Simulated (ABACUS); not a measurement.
HgTe (Coloradoite):

```
Hg Te
1.0
     0.00000    3.21450    3.21450
     3.21450    0.00000    3.21450
     3.21450    3.21450    0.00000
Hg Te
1 1
Direct
  0.00000 0.00000 0.00000
  0.75000 0.75000 0.75000
```

Base run:

* Program: ABACUS 3.10.1
* Functional: BLYP
* Potentials or basis: SG15 ONCV 1.2 PBE
* Cutoff: 1129 eV
* Density cutoff: 4517 eV
* Basis: plane waves
* k mesh: 7 × 7 × 7
* Occupations: fermi-dirac, width 0.05 eV
* Spin: no spin polarisation

Its results: band gap on the k mesh none (metal or under the smearing width); pressure 7.8 GPa.

Q: The run is repeated on the same cell with these changes: functional from BLYP to TPSS. What comes out?

A: Band gap on the k mesh none (metal or under the smearing width); pressure 3.8 GPa.

Caveats: the potentials were made for another functional, which shifts forces and pressure.
